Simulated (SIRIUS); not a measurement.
# BP (F-43m) in SIRIUS: equation of state

Aim: energy against volume of BP in PBE, for its equilibrium volume and stiffness.

Program: SIRIUS 7.10.0. These are calculated values, not measurements. Logs are shortened: lines on timing, memory, paths and dates and some standing lists are left out, and cuts for length are marked. The log counts tension as positive stress, the text compression.

**Measured values to compare with.**

“Equation of state of single-crystal cubic boron phosphide”, 2014, arxiv:1407.1677 reports, for a bulk crystal of BP at 300 K: bulk modulus 179 ± 1 GPa.

The runs below are set against these values where they give the same quantity.

## (1) Starting point

Symmetry: F-43m, No. 216, cubic system. Conventional cell: a = 4.538 Å, b = 4.538 Å, c = 4.538 Å, α = 90.00°, β = 90.00°, γ = 90.00°. P (site symmetry -43m) is surrounded by 4 B at 1.97 Å. Around B (site symmetry -43m) lie 4 P at 1.97 Å.

## (2) Single point, PBE, 10.98 Å³/atom (volume scaled by 0.94)

The input, sirius.json:

```json
{
  "control": {
    "processing_unit": "cpu",
    "verbosity": 2,
    "num_bands_to_print": 10,
    "print_forces": true,
    "print_stress": true
  },
  "parameters": {
    "electronic_structure_method": "pseudopotential",
    "xc_functionals": ["XC_GGA_X_PBE", "XC_GGA_C_PBE"],
    "gk_cutoff": 8.8,
    "pw_cutoff": 17.6,
    "ngridk": [10, 10, 10],
    "shiftk": [0, 0, 0],
    "smearing": "fermi_dirac",
    "smearing_width": 0.0018374661,
    "num_bands": 10,
    "num_mag_dims": 0,
    "num_dft_iter": 100,
    "energy_tol": 1e-08,
    "density_tol": 1e-06
  },
  "iterative_solver": {
    "type": "davidson",
    "min_tolerance": 1e-10
  },
  "mixer": {
    "type": "anderson",
    "beta": 0.7,
    "max_history": 8
  },
  "settings": {
    "tol_ne": 1e-10
  },
  "unit_cell": {
    "lattice_vectors": [
      [0.0, 4.200258126965, 4.200258126965],
      [4.200258126965, 0.0, 4.200258126965],
      [4.200258126965, 4.200258126965, 0.0]
    ],
    "atom_coordinate_units": "lattice",
    "atom_types": ["P", "B"],
    "atom_files": {
      "P": "P.json",
      "B": "B.json"
    },
    "atoms": {
      "P": [
        [0.75, 0.75, 0.75]
      ],
      "B": [
        [0.0, 0.0, 0.0]
      ]
    }
  }
}
```

Potentials or basis: PseudoDojo 0.4.1 PBE standard (scalar relativistic).

Command:

```console
$ upf_to_json P.upf
$ upf_to_json B.upf
$ OMP_NUM_THREADS=1 sirius.scf --input=sirius.json --output=out.json --task=0
```

The log of the run:

```text
[info] SIRIUS version : 7.10.0
[info] number of MPI ranks           : 1
[info] MPI grid                      : 1 1
[info] maximum number of OMP threads : 1
[fft] FFT context for density and potential
[fft] =====================================
[fft]   comm size                             : 1
[fft]   plane wave cutoff                     : 17.6
[fft]   grid size                             : 36 36 36   total : 46656
[fft]   grid limits                           : -17 18   -17 18   -17 18
[fft]   number of G-vectors within the cutoff : 6818
[fft]   local number of G-vectors             : 6818
[fft]   number of G-shells                    : 400
[fft] FFT context for coarse grid
[fft] =====================================
[fft]   comm size                             : 1
[fft]   plane wave cutoff                     : 17.6
[fft]   grid size                             : 36 36 36   total : 46656
[fft]   grid limits                           : -17 18   -17 18   -17 18
[fft]   number of G-vectors within the cutoff : 6818
[fft]   local number of G-vectors             : 6818
[fft]   number of G-shells                    : 400
[unit cell] lattice vectors
[unit cell]   a1 :       0.0000000000      4.2002581270      4.2002581270
[unit cell]   a2 :       4.2002581270      0.0000000000      4.2002581270
[unit cell]   a3 :       4.2002581270      4.2002581270      0.0000000000
[unit cell] reciprocal lattice vectors
[unit cell]   b1 :      -0.7479522826      0.7479522826      0.7479522826
[unit cell]   b2 :       0.7479522826     -0.7479522826      0.7479522826
[unit cell]   b3 :       0.7479522826      0.7479522826     -0.7479522826
[unit cell] unit cell volume :       148.20332184 [a.u.^3]
[unit cell] 1/sqrt(omega)    :         0.08214309
[unit cell] MT volume        :         0.00000000 ( 0.00%)
[unit cell] IT volume        :       148.20332184 (100.00%)
[unit cell] number of atom types : 2
[unit cell] type id : 0 symbol :  P mt_radius :  12.970000 num_atoms : 1
[unit cell] type id : 1 symbol :  B mt_radius :  15.330000 num_atoms : 1
[unit cell] total number of atoms : 2
[unit cell] number of symmetry classes : 2
[unit cell] number of PAW atoms : 0
[unit cell] atom id  type id  class id             position                      vector_field
[unit cell] ------------------------------------------------------------------------------------------
[unit cell]      0        0        0      0.75000   0.75000   0.75000      0.00000   0.00000   0.00000
[unit cell]      1        1        1      0.00000   0.00000   0.00000      0.00000   0.00000   0.00000
[unit cell] atom id         position (Cartesian, a.u.)
[unit cell] ---------------------------------------------
[unit cell]      0       6.300387    6.300387    6.300387
[unit cell]      1       0.000000    0.000000    0.000000
[unit cell] class id : 0 atom id : 0
[unit cell] class id : 1 atom id : 1
[unit cell] minimum bond length:     3.637530
[unit cell] total number of pseudo wave-functions: 8
[sym] space group number   : 216
[sym] international symbol : F-43m
[sym] Hall symbol          : F -4 2 3
[sym] space group transformation matrix :
[sym]   0.0000  0.5000  0.5000
[sym]  -0.5000 -0.5000  0.0000
[sym]   0.5000  0.0000  0.5000
[sym] space group origin shift :
[sym]   0.0000  0.0000  0.0000
[sym] number of space group operations  : 24
[sym] number of magnetic group operations : 24
[sym] metric tensor error: 0.0000e+00
[sym] rotation matrix error: 2.3416e-17
[sym] symmetry operations
[... list of symmetry operations ...]
[atom type] label          : P
[atom type] --------------------------------------------------------------------------------
[atom type] symbol         : P
[atom type] name           :
[atom type] zn             : 5
[atom type] mass           : 0
[atom type] mt_radius      : 12.97
[atom type] num_mt_points  : 1298
[atom type] grid_origin    : 0
[atom type] grid_name      : external
[atom type] number of core electrons    : 0
[... 183 lines left out ...]
[find] Hartree energy of density residual : 3.268871974642e-03
[find] | SCF iteration   2 out of 100|
[diagonalize] iterative solver tolerance (occupied, empty): 0.000606369 0.000606369
[diagonalize] average number of iterations: 2.04255
[... levels, occupations and energy terms ...]
[find] Total energy                   :      -9.89468453 (Ha),     -19.78936905 (Ry)
[find] Free energy (E-TS)             :      -9.89468453 (Ha),     -19.78936906 (Ry)
[find] band gap (eV)                  :       1.19860263
[find] Efermi                         :       0.39013018
[find] iteration : 2, RMS : 1.270298721774e-03, energy difference : -3.527380236694e-03
[find] Hartree energy of density residual : 4.240861812700e-05
[find] | SCF iteration   3 out of 100|
[diagonalize] iterative solver tolerance (occupied, empty): 0.00012703 0.00012703
[diagonalize] average number of iterations: 2.46809
[find] Total energy                   :      -9.89477358 (Ha),     -19.78954715 (Ry)
[find] Free energy (E-TS)             :      -9.89477358 (Ha),     -19.78954716 (Ry)
[find] band gap (eV)                  :       1.16752732
[find] Efermi                         :       0.39189197
[find] iteration : 3, RMS : 1.893610520451e-04, energy difference : -8.904881374860e-05
[find] Hartree energy of density residual : 1.791139290633e-06
[find] | SCF iteration   4 out of 100|
[diagonalize] iterative solver tolerance (occupied, empty): 1.89361e-05 1.89361e-05
[... 82 lines left out ...]
[find] Total energy                   :      -9.89478767 (Ha),     -19.78957534 (Ry)
[find] Free energy (E-TS)             :      -9.89478768 (Ha),     -19.78957535 (Ry)
[find] band gap (eV)                  :       1.16882926
[find] Efermi                         :       0.39184377
[find] iteration : 13, RMS : 4.696317911801e-09, energy difference : -6.721734280291e-12
[find] Hartree energy of density residual : 1.271162415106e-15
[find] | SCF iteration  14 out of 100|
[diagonalize] iterative solver tolerance (occupied, empty): 4.69632e-10 4.69632e-10
[diagonalize] average number of iterations: 1.80851
[find] Total energy                   :      -9.89478767 (Ha),     -19.78957534 (Ry)
[find] Free energy (E-TS)             :      -9.89478768 (Ha),     -19.78957535 (Ry)
[find] band gap (eV)                  :       1.16882931
[find] Efermi                         :       0.39184381
[find] iteration : 14, RMS : 1.155204306454e-09, energy difference : -2.682298827494e-13
[find] Hartree energy of density residual : 1.487986291891e-16
[find] bands are converged : false
[find] iterative solver converged : false
[find] +------------------------------+
[find] | SCF iteration  15 out of 100|
[find] +------------------------------+
[diagonalize] iterative solver tolerance (occupied, empty): 1.1552e-10 1.1552e-10
[diagonalize] average number of iterations: 3.23404
[diagonalize] Lowest band energies
[diagonalize] ik:    0   -0.217621    0.371122    0.371122    0.371122    0.500059    0.500059    0.500059    0.676717    0.810670    0.960512
[diagonalize] ik:    1   -0.210656    0.321717    0.359741    0.359741    0.515808    0.515808    0.518106    0.693510    0.794755    0.794755
[diagonalize] ik:    2   -0.189999    0.232302    0.338281    0.338281    0.529122    0.542982    0.542982    0.729654    0.772384    0.772384
[diagonalize] ik:    3   -0.156670    0.141629    0.319610    0.319610    0.528088    0.553819    0.553819    0.753416    0.795902    0.795902
[diagonalize] ik:    4   -0.114604    0.063114    0.307821    0.307821    0.525024    0.549472    0.549472    0.754246    0.861421    0.861421
[diagonalize] ...
[diagonalize] ik:   42   -0.031359    0.068777    0.126782    0.220255    0.494464    0.642493    0.688772    0.720135    0.799958    0.888816
[diagonalize] ik:   43   -0.023315    0.049995    0.188820    0.190078    0.456633    0.475229    0.785730    0.816062    0.882441    0.978980
[diagonalize] ik:   44   -0.051224    0.087826    0.151254    0.203327    0.540975    0.584820    0.631783    0.774514    0.805692    0.920860
[diagonalize] ik:   45   -0.027787    0.067599    0.141796    0.188655    0.551213    0.607491    0.668388    0.691251    0.821202    0.947953
[diagonalize] ik:   46   -0.016386    0.062847    0.155424    0.161359    0.540659    0.575839    0.686657    0.703930    0.858334    0.982437
[find] Charges and magnetic moments
[find] --------------------------------------------------------------------------------
[find] total charge          : 8.000000
[find] Energy
[find] --------------------------------------------------------------------------------
[find] valence_eval_sum               :       0.98900144
[find] <rho|V^{XC}>                   :      -3.79299849
[find] <rho|E^{XC}>                   :      -3.36337699
[find] <mag|B^{XC}>                   :       0.00000000
[find] <rho|V^{H}>                    :       1.20630563
[find] one-electron contribution      :       3.57569431 (Ha),       7.15138861 (Ry)
[find] hartree contribution           :       0.60315281
[find] xc contribution                :      -3.36337699
[find] ewald contribution             :     -10.71025781
[find] PAW contribution               :       0.00000000
[find] smearing (-TS)                 :      -0.00000000
[find] SCF correction                 :       0.00000000
[find] Total energy                   :      -9.89478767 (Ha),     -19.78957534 (Ry)
[find] Free energy (E-TS)             :      -9.89478768 (Ha),     -19.78957535 (Ry)
[find] band gap (eV)                  :       1.16882932
[find] Efermi                         :       0.39184381
[find] iteration : 15, RMS : 5.880515791209e-10, energy difference : -6.963318810449e-13
[find] Hartree energy of density residual : 9.147176292475e-18
[find] bands are converged : false
[find] iterative solver converged : true
[find] converged after 16 SCF iterations!
[find] Charges and magnetic moments
[find] --------------------------------------------------------------------------------
[find] total charge          : 8.000000
[find] Energy
[find] --------------------------------------------------------------------------------
[find] valence_eval_sum               :       0.98900144
[find] <rho|V^{XC}>                   :      -3.79299849
[find] <rho|E^{XC}>                   :      -3.36337699
[find] <mag|B^{XC}>                   :       0.00000000
[find] <rho|V^{H}>                    :       1.20630563
[find] one-electron contribution      :       3.57569431 (Ha),       7.15138861 (Ry)
[find] hartree contribution           :       0.60315281
[find] xc contribution                :      -3.36337699
[find] ewald contribution             :     -10.71025781
[find] PAW contribution               :       0.00000000
[find] smearing (-TS)                 :      -0.00000000
[find] SCF correction                 :       0.00000000
[find] Total energy                   :      -9.89478767 (Ha),     -19.78957534 (Ry)
[find] Free energy (E-TS)             :      -9.89478768 (Ha),     -19.78957535 (Ry)
[find] band gap (eV)                  :       1.16882932
[find] Efermi                         :       0.39184381
[ground_state] === stress tensor components [kbar] ===
[ground_state] === stress_kin ===
[ground_state] -6312.878258    0.000000    0.000000
[ground_state]     0.000000-6312.878258   -0.000000
[ground_state]     0.000000   -0.000000-6312.878258
[ground_state] === stress_har ===
[ground_state]  -399.122095    0.000000    0.000000
[ground_state]     0.000000 -399.122095   -0.000000
[ground_state]     0.000000   -0.000000 -399.122095
[ground_state] === stress_ewald ===
[ground_state]  7087.259551   -0.000000    0.000000
[ground_state]    -0.000000 7087.259551    0.000000
[ground_state]     0.000000    0.000000 7087.259551
[ground_state] === stress_vloc ===
[ground_state]   406.238512   -0.000000    0.000000
[ground_state]    -0.000000  406.238512    0.000000
[ground_state]     0.000000    0.000000  406.238512
[ground_state] === stress_xc ===
[ground_state]   884.552266   -0.000000    0.000000
[ground_state]    -0.000000  884.552266    0.000000
[ground_state]     0.000000    0.000000  884.552266
[ground_state] === stress_core ===
[ground_state]  1050.385819   -0.000000    0.000000
[ground_state]    -0.000000 1050.385819    0.000000
[ground_state]     0.000000    0.000000 1050.385819
[ground_state] === stress_nonloc ===
[ground_state] -2841.034961    0.000000    0.000000
[ground_state]     0.000000-2841.034961   -0.000000
[ground_state]     0.000000   -0.000000-2841.034961
[ground_state] === stress_us_nl ===
[ground_state] -2841.034961    0.000000    0.000000
[ground_state]     0.000000-2841.034961   -0.000000
[ground_state]     0.000000   -0.000000-2841.034961
[ground_state] === stress_total ===
[ground_state]  -124.599166    0.000000    0.000000
[ground_state]     0.000000 -124.599166   -0.000000
[ground_state]     0.000000   -0.000000 -124.599166
[ground_state] ==== total Forces in Ha/bohr =====
[ground_state] atom:    0, force:       0.0000000      0.0000000     -0.0000000
[ground_state] atom:    1, force:      -0.0000000      0.0000000     -0.0000000
[ground_state] ==== ultrasoft contribution from Qij =====
[ground_state] atom:    0, force:       0.0000000      0.0000000      0.0000000
[ground_state] atom:    1, force:       0.0000000      0.0000000      0.0000000
[ground_state] ==== non-local contribution from Beta-projector =====
[ground_state] atom:    0, force:       0.0000000      0.0000000     -0.0000000
[ground_state] atom:    1, force:      -0.0000000      0.0000000      0.0000000
[ground_state] ==== contribution from local potential =====
[ground_state] atom:    0, force:       0.0000000      0.0000000      0.0000000
[ground_state] atom:    1, force:       0.0000000      0.0000000      0.0000000
[ground_state] ==== contribution from core density =====
[ground_state] atom:    0, force:       0.0000000      0.0000000      0.0000000
[ground_state] atom:    1, force:       0.0000000      0.0000000     -0.0000000
[ground_state] ==== Ewald forces from ions =====
[ground_state] atom:    0, force:       0.0000000      0.0000000      0.0000000
[ground_state] atom:    1, force:       0.0000000      0.0000000      0.0000000
[~DFT_ground_state] local op. applied: 17364
[~DFT_ground_state] evp. work count: 7270.97
[~DFT_ground_state] number of iterative solver steps: 1952
```

Run time: 23 s. Hardware: 1 thread of Arm Neoverse V1, shared host; peak memory 0.23 GiB.

Results:

```
Free energy            : -269.2509 eV
Pressure               : 12.5 GPa
Band gap on the k mesh : 1.17 eV
```

## (3) Single point, PBE, 11.21 Å³/atom (volume scaled by 0.96)

sirius.json: that of step 2 with these lines changed.

```diff
@@ -37,5 +37,5 @@
     "lattice_vectors": [
-      [0.0, 4.200258126965, 4.200258126965],
-      [4.200258126965, 0.0, 4.200258126965],
-      [4.200258126965, 4.200258126965, 0.0]
+      [0.0, 4.22983838416, 4.22983838416],
+      [4.22983838416, 0.0, 4.22983838416],
+      [4.22983838416, 4.22983838416, 0.0]
     ],
```

Potentials or basis: PseudoDojo 0.4.1 PBE standard (scalar relativistic).

Command:

```console
$ upf_to_json P.upf
$ upf_to_json B.upf
$ OMP_NUM_THREADS=1 sirius.scf --input=sirius.json --output=out.json --task=0
```

Run time: 22 s. Hardware: 1 thread of Arm Neoverse V1, shared host; peak memory 0.23 GiB.

Results (log left out):

```yaml
Free_energy: -269.2811 eV
Pressure: 8.3 GPa
Band_gap_on_the_k_mesh: 1.20 eV
```

## (4) Single point, PBE, 11.45 Å³/atom (volume scaled by 0.98)

sirius.json: that of step 3 with these lines changed.

```diff
@@ -37,5 +37,5 @@
     "lattice_vectors": [
-      [0.0, 4.22983838416, 4.22983838416],
-      [4.22983838416, 0.0, 4.22983838416],
-      [4.22983838416, 4.22983838416, 0.0]
+      [0.0, 4.259010605075, 4.259010605075],
+      [4.259010605075, 0.0, 4.259010605075],
+      [4.259010605075, 4.259010605075, 0.0]
     ],
```

Command:

```console
$ upf_to_json P.upf
$ upf_to_json B.upf
$ OMP_NUM_THREADS=1 sirius.scf --input=sirius.json --output=out.json --task=0
```

Wall time 24 s (1 thread of Arm Neoverse V1, shared host); peak memory 0.23 GiB.

Results (log left out):

* Free energy: -269.2996 eV
* Pressure: 4.5 GPa
* Band gap on the k mesh: 1.22 eV

## (5) Single point, PBE, 11.92 Å³/atom (volume scaled by 1.02)

sirius.json: that of step 4 with these lines changed.

```diff
@@ -37,5 +37,5 @@
     "lattice_vectors": [
-      [0.0, 4.259010605075, 4.259010605075],
-      [4.259010605075, 0.0, 4.259010605075],
-      [4.259010605075, 4.259010605075, 0.0]
+      [0.0, 4.31618535519, 4.31618535519],
+      [4.31618535519, 0.0, 4.31618535519],
+      [4.31618535519, 4.31618535519, 0.0]
     ],
```

Command:

```console
$ upf_to_json P.upf
$ upf_to_json B.upf
$ OMP_NUM_THREADS=1 sirius.scf --input=sirius.json --output=out.json --task=0
```

It took 26 s on 1 thread of Arm Neoverse V1, shared host; peak memory 0.24 GiB.

It converged, with:

| Quantity | Value |
| --- | --- |
| Free energy | -269.3058 eV |
| Pressure | -2.2 GPa |
| Band gap on the k mesh | 1.28 eV |

## (6) Single point, PBE, 12.15 Å³/atom (volume scaled by 1.04)

sirius.json: that of step 5 with these lines changed.

```diff
@@ -37,5 +37,5 @@
     "lattice_vectors": [
-      [0.0, 4.31618535519, 4.31618535519],
-      [4.31618535519, 0.0, 4.31618535519],
-      [4.31618535519, 4.31618535519, 0.0]
+      [0.0, 4.344213318214, 4.344213318214],
+      [4.344213318214, 0.0, 4.344213318214],
+      [4.344213318214, 4.344213318214, 0.0]
     ],
```

Potentials or basis: PseudoDojo 0.4.1 PBE standard (scalar relativistic).

Command:

```console
$ upf_to_json P.upf
$ upf_to_json B.upf
$ OMP_NUM_THREADS=1 sirius.scf --input=sirius.json --output=out.json --task=0
```

Wall time 29 s (1 thread of Arm Neoverse V1, shared host); peak memory 0.24 GiB.

The run converged. Its results:

```
Free energy            : -269.2953 eV
Pressure               : -5.0 GPa
Band gap on the k mesh : 1.30 eV
```

## (7) Single point, PBE, 12.38 Å³/atom (volume scaled by 1.06)

sirius.json: that of step 6 with these lines changed.

```diff
@@ -37,5 +37,5 @@
     "lattice_vectors": [
-      [0.0, 4.344213318214, 4.344213318214],
-      [4.344213318214, 0.0, 4.344213318214],
-      [4.344213318214, 4.344213318214, 0.0]
+      [0.0, 4.371884212762, 4.371884212762],
+      [4.371884212762, 0.0, 4.371884212762],
+      [4.371884212762, 4.371884212762, 0.0]
     ],
```

Command:

```console
$ upf_to_json P.upf
$ upf_to_json B.upf
$ OMP_NUM_THREADS=1 sirius.scf --input=sirius.json --output=out.json --task=0
```

It took 30 s on 1 thread of Arm Neoverse V1, shared host; peak memory 0.25 GiB.

Results (log left out):

```
Free energy            : -269.2769 eV
Pressure               : -7.6 GPa
Band gap on the k mesh : 1.33 eV
```

## (8) Equation of state, PBE

Potentials or basis: PseudoDojo 0.4.1 PBE standard (scalar relativistic).

No new run: the results of the series are fitted here.

What came out:

* Equilibrium volume: 11.75 Å³/atom
* Bulk modulus: 161 GPa
* Pressure derivative of the bulk modulus: 3.8

Energy against volume, from the lowest point:
| volume (Å³/atom) | energy (meV/atom) |
| --- | --- |
| 10.981 | 28.31 |
| 11.214 | 13.22 |
| 11.448 | 3.96 |
| 11.682 | 0.00 |
| 11.915 | 0.86 |
| 12.149 | 6.10 |
| 12.383 | 15.32 |

PBE usually gives volumes a little too large and moduli too small.

## (9) How close it comes

Step 8. A measured bulk modulus of BP is 179 GPa (300 K; “Equation of state of single-crystal cubic boron phosphide”, 2014, arxiv:1407.1677); the calculated 161 GPa misses it by -9.9 %. 3 values of this kind are on record (173 to 179 GPa); this one was drawn at random among those near their median, those with a stated uncertainty first. The fit is for a static lattice scaled at fixed shape and fixed fractional positions.
